The equilibrium volume V₀ is the volume per atom at which the static total energy E of the crystal is lowest. The bulk modulus B measures how strongly the crystal resists a change of volume at that point, and its slope B′ says how fast this resistance grows with pressure. For each of six programs, the energy of a cell of black phosphorus was computed at seven volumes, and a Birch-Murnaghan curve through the seven energies gave V₀, B and B′. The cell kept its shape throughout, so the bonds within the layers and the gaps between them changed in the same ratio.

Black phosphorus (Cmce, 4-atom cell) in PBE without dispersion correction, spin polarisation or spin-orbit coupling, computed with 2025 and 2026 releases of the programs named. All runs use an 8×8×6 k mesh and Fermi-Dirac smearing of 0.05 eV. Birch-Murnaghan fits use seven volumes at fixed cell shape; the basis column gives the plane-wave cutoff, except for LAPW.

```
         program                              potentials                      basis  equilibrium volume (Å³/atom)  bulk modulus (GPa)  bulk modulus slope
          Ansatz                              Ansatz PAW                     420 eV                        21.023               69.30               4.350
          ABINIT                        JTH PAW PBE v2.0                     544 eV                        21.027               69.50               4.320
     Ansatz LAPW  all electron LAPW, scalar relativistic  0.001 eV/atom basis error                        21.028               69.10               4.340
          ABACUS     PseudoDojo NC SR 0.4.1 PBE standard                     599 eV                        21.043               69.00               4.320
Quantum ESPRESSO                 SSSP 1.3 efficiency PBE                     748 eV                        21.052               69.40               4.350
            GPAW    GPAW PAW data sets (gpaw data 1.2.1)                     600 eV                        21.110               69.10               4.350
```

Five of the six volumes fall within 0.029 Å³/atom of each other, which is 0.14 % of the volume. The sixth, from GPAW, lies 0.082 Å³/atom above the all-electron LAPW result. The bulk moduli don't follow this pattern: they differ by at most 0.5 GPa, and GPAW and LAPW give the same value, 69.1 GPa. There are thus two things to explain: why programs with such different descriptions of the atom agree so closely, and how one of them can shift the volume without changing the stiffness.

The modulus needs a word of caution before it is used. Black phosphorus consists of layers in which each atom has three strong bonds, with weak forces between the layers. Under real hydrostatic pressure the weak gaps close first and the crystal yields easily. Here the fixed shape forces the strong bonds to shorten along with the gaps, so the tabulated modulus mainly reflects the covalent bonds and is much higher than the one a press would measure. The volumes, too, are minima for this fixed shape and not those of a fully relaxed cell.

The agreement is striking because the total energies themselves don't agree at all. At the smallest volume, the GPAW energy lies about 9304 eV per atom above that of LAPW. Most of this is a matter of where the zero is set and whether the inner electrons are counted. A constant of this kind has no slope, and the minimum of a curve depends only on slopes. Two programs will therefore find the same volume if the difference between their energies stays the same while the crystal is compressed.

Chemistry provides the reason why it nearly does. The ten inner electrons of phosphorus sit deep and close to the nucleus, and they hardly notice whether a neighbour is slightly nearer or farther. A pseudopotential or PAW data set takes them from the free atom and keeps them frozen. It is built so that the five outer electrons move outside the core region as they would around the full atom. Since the bonds form there, their energy changes with distance in almost the same way.

The ABINIT row shows how well this can work. Its calculation treats only the five outer electrons explicitly, whereas LAPW treats every electron. Even so, the two volumes differ by only 0.001 Å³/atom. Two errors could cancel in a single comparison, but the plain reading is that freezing the core costs very little in this crystal.

GPAW departs from this pattern by a small amount of energy. Between the smallest and the largest volume, its energy difference from LAPW changes by 4.7 meV per atom, out of a total difference of thousands of electronvolts. This small drift moves the minimum by 0.082 Å³/atom, so 1 meV of drift across the same range corresponds to roughly 0.02 Å³/atom. For the other four programs the drift from LAPW is at most about a third as large. All six rows describe the same crystal with the same functional, so their order reflects small errors of potentials and basis and says nothing about phosphorus itself.

The sign of the drift tells which way GPAW is pulled. Its energy falls relative to LAPW as the crystal expands, which acts like an extra pressure pushing the atoms apart. The pressure is the negative slope of the energy,

p = −dE/dV,

and a small extra pressure Δp near the minimum moves the volume by

ΔV/V₀ ≈ Δp/B.

The GPAW volume is 0.39 % larger than that of LAPW, and 0.39 % of 69.1 GPa is about 0.27 GPa. That is the extra pressure GPAW must have near the minimum.

What happens away from the minimum decides whether the stiffness changes too. In the simplest case the extra pressure is the same at every volume, and the energy curve is merely tilted. A tilt leaves the curvature at each volume as it was, but it moves the minimum outward to a region where the curve bends less. The crystal should then appear softer: starting from the LAPW curve, a tilt large enough to give the GPAW volume would lower the modulus to 67.9 GPa. The table shows no such softening.

The other simple case is a stretch. Suppose that GPAW has the same pressure curve as LAPW, but with every volume larger by the same factor. The pressure then depends only on the ratio V/V₀, and the modulus and its slope remain as they were. With the Murnaghan form of the pressure curve,

p(V) = (B/B′) [(V₀/V)^B′ − 1],

the extra pressure of GPAW over LAPW becomes

Δp(V) = (B/B′) [(V_GPAW/V)^B′ − (V_LAPW/V)^B′],

where V_GPAW and V_LAPW are the two equilibrium volumes. It grows as the crystal is compressed, because a fixed relative error in size costs more pressure where the crystal is stiffer.

The compressed end of the range provides a worked case. The two smallest volumes are 19.230 and 19.639 Å³/atom, with a midpoint of 19.435 Å³/atom. With the LAPW values B = 69.1 GPa and B′ = 4.34, the prefactor is 69.1/4.34 = 15.9 GPa. The two powers are (21.110/19.435)^4.34 = 1.432 and (21.028/19.435)^4.34 = 1.408. Their difference of 0.024 gives an extra pressure of 15.9 × 0.024 ≈ 0.38 GPa.

The energies themselves, taken as the difference between these two volumes in each program, also give 0.38 GPa. At the expanded end, between the two largest volumes, the stretch and the energies agree again, at 0.25 GPa. A tilt would require 0.27 GPa at both ends and clearly fails under compression. The GPAW energies used here also went into the fit of its equilibrium volume, so the comparison establishes the shape of the deviation and leaves its origin open.

In plain terms, GPAW treats phosphorus as a slightly larger atom. Because the cell keeps its shape, the enlargement is 0.13 % in every length, or about 0.003 Å on a bond of 2.225 Å. A larger atom meets its neighbours sooner, so its extra push increases as they approach, but the bonds are no softer for it. In this picture the volume shifts while the modulus stays the same.

The stretch describes GPAW well because its shift in volume is large compared with any difference in stiffness. It works less well for the rows close to LAPW. For ABINIT it predicts almost no extra pressure at the compressed end, whereas the energies give about 0.02 GPa, because the ABINIT modulus is 0.4 GPa higher. When two volumes nearly coincide, a small difference in stiffness matters as much as the difference in size.

One possible source of the GPAW shift can be examined through the pressures that the programs report directly. At a fixed cutoff, a larger cell holds more plane waves, which brings its energy slightly below what the original set of waves would give. A pressure computed with a fixed set of waves misses that gain and falls below the true slope of the energy. Where the reported pressure isn't corrected for this, the size of the gap indicates how far the basis is from complete.

For GPAW the gap at the original cell is 0.03 GPa, which corresponds to about 0.01 Å³/atom, far less than its shift. ABINIT has a gap of 0.13 GPa, more than four times as large, yet its volume from the energies matches that of LAPW. This is what one expects: at a fixed cutoff, the waves added as the cell grows keep the missing energy nearly the same at every volume, so the minimum of the energy curve hardly moves. With a fixed set of waves the missing energy grows with the cell, and the reported pressure comes out too low. For practical work this matters: an ABINIT volume taken from the uncorrected pressure would be about 0.04 Å³/atom too small, an error larger than the whole spread of the five close rows.

The most likely source of the GPAW shift is its phosphorus data set, the description of the atom inside the core region. A slight error there would act on every bond and could make the atom appear too large in just this way. This remains a conjecture. Repeating the seven energies with a different phosphorus data set, and again with a higher cutoff, would test it.

A neighbouring series, with one program and several functionals, would look different. The functional determines how strongly the electrons bind the atoms, so changing it usually moves the volume by a few per cent and the modulus along with it. In the present series the functional is the same in every row, and its errors are shared. The best known of them is that PBE without a dispersion correction binds the layers too weakly, and close agreement between programs can't reveal this.

The relation ΔV/V₀ ≈ Δp/B also shows what to expect if the cell were free to change shape. The soft gaps between the layers could then respond separately, and a small extra pressure acting equally in all directions would change the volume more than it does here. Programs that agree on a stiff solid may therefore differ visibly on a soft one, even if their potentials are equally good. When small volume changes matter, for instance between two compositions or two strains, both values should come from the same program with the same potentials, so that a constant relative error in size largely drops out.
